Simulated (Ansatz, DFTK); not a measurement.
Given: the input of a run of DFTK 0.8.2 on BAs. 

Contents of run.jl:

```julia
using DFTK
using PseudoPotentialData
using Unitful, UnitfulAtomic
using LinearAlgebra, Printf
include("save.jl")
disable_threading()

# lattice vectors are the columns
lattice = austrip(1u"Å") * [           0.0         2.3885         2.3885;
                   2.3885            0.0         2.3885;
                   2.3885         2.3885            0.0]
symbols   = [:As, :B]
positions = [[0.75, 0.75, 0.75],
             [0.0, 0.0, 0.0]]
pseudopotentials = PseudoFamily("dojo.nc.sr.pbesol.v0_4_1.standard.upf")
elements = Dict(s => ElementPsp(s, pseudopotentials) for s in unique(symbols))
atoms    = [elements[s] for s in symbols]

build_model(lattice, positions; symmetries=true) =
    model_DFT(lattice, atoms, positions;
              functionals=PBEsol(),
              temperature=austrip(0.05u"eV"),
              smearing=Smearing.FermiDirac(),
              symmetries)
Ecut  = 42.0  # hartree
kgrid = [10, 10, 10]
tol   = 1e-6
to_GPa = ustrip(uconvert(u"GPa", 1u"hartree/bohr^3"))

model = build_model(lattice, positions)
basis = PlaneWaveBasis(model; Ecut, kgrid)
display(basis)
scfres = self_consistent_field(basis;
                               tol,
                               nbandsalg=AdaptiveBands(model; n_bands_converge=14))
display(scfres.energies)
@printf "Fermi level: %.6f eV\n" ustrip(auconvert(u"eV", something(scfres.εF, NaN)))
forces = compute_forces_cart(scfres)
println("Forces (eV/Å)")
for (s, f) in zip(symbols, forces)
    @printf "%-3s %12.6f %12.6f %12.6f\n" s ustrip.(auconvert.(u"eV/Å", f))...
end
stress = compute_stresses_cart(scfres)
println("Stress (GPa)")
display(round.(stress * to_GPa; digits=4))
println("Levels at the first k-point (eV): ", round.(ustrip.(auconvert.(u"eV", scfres.eigenvalues[1][1:scfres.n_bands_converge])); digits=4))
save_scf!(scfres; forces, stress)
```

Potentials or basis: dojo.nc.sr.pbesol.v0_4_1.standard.upf (PBEsol).

Command:

```sh
$ julia --threads=1 run.jl  # save.jl only writes the numbers to a file and isn't shown; printed stress counts tension as positive; times include loading and compiling
```

Task: Set up the same calculation for Ansatz 0.2.0. Potentials or basis there: all-electron LAPW, scalar-relativistic.

Result: As run (cutoffs and basis follow the program's own potentials, and thresholds, step limits or extra output files can differ):

File input.yaml:

```yaml
crystal:
  lattice:
    - [0.0, 2.3885, 2.3885]
    - [2.3885, 0.0, 2.3885]
    - [2.3885, 2.3885, 0.0]
  atoms:
    - { symbol: As, position: [0.75, 0.75, 0.75] }
    - { symbol: B, position: [0.0, 0.0, 0.0] }
kpoints:
  mp_grid: { grid: [10, 10, 10] }
scf:
  occupations: { method: fermi_dirac, width: 0.05 }
hamiltonian:
  xc: pbesol
  pseudopotentials: { kind: all_electron, lapw: { basis_error: 0.001 } }
output:
  forces: true
  stress: true
  eigenvalues: true
  populations: true
```

Potentials or basis: all-electron LAPW, scalar-relativistic.

Launch:

```sh
$ ansatz run input.yaml --threads 1 --pin off --max-ram 3072MiB --backend cpu --events-out ev --progress --plain --runs-dir out
```

Both were run:

|  | DFTK | Ansatz |
| --- | --- | --- |
| Pressure | -0.7 GPa | -0.8 GPa |

Where Ansatz's input types no cutoff or centring, it takes its own default and a Γ-centred mesh.

Pressure is positive in compression.
